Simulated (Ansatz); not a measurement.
**Nuclear-site quantities of Ba as the cell is scaled**

```
CELL_PARAMETERS angstrom
-2.50000 2.50000 2.50000
2.50000 -2.50000 2.50000
2.50000 2.50000 -2.50000
ATOMIC_POSITIONS crystal
Ba 0.00000 0.00000 0.00000
```

The conventional cell has a = 5.000 Å, b = 5.000 Å, c = 5.000 Å, α = 90.00°, β = 90.00°, γ = 90.00°. Ba (atom 1) has 8 Ba at 4.33 Å as nearest neighbours.

The structure is an experimental refinement, used without relaxation.

Spin–orbit coupling is left out, though it moves levels of the heavy atoms by tenths of an eV or more.

Level of theory: DFT, PBE, all-electron PAW with datasets made for the crystal, scalar-relativistic in Ansatz 0.2.0.

Sampling and basis: a Γ-centred 10×10×10 k mesh, Fermi–Dirac smearing of 0.05 eV, cutoff 220 eV (chosen by the program for this cell), no spin polarisation.

The contact density is the mean electron density over the nuclear volume; its changes follow the s electrons' response to bonding and compression. Changes below are taken from the unscaled cell, where it is 2.06515e+06 e/Å³ at Ba.

```csv
V/V(cell),P (GPa),Δρ(0) Ba (e/Å³)
0.9600,0.5,?
1.0000,0.1,0.00
1.0400,-0.2,?
```

What belongs in the row "0.9600", column "Δρ(0) Ba (e/Å³)"?

1.45.

What belongs in the row "1.0400", column "Δρ(0) Ba (e/Å³)"?

-1.32.

The datasets are made afresh for each cell, so very small changes are uncertain. Scalar relativity leaves out the p1/2 density at heavy nuclei.
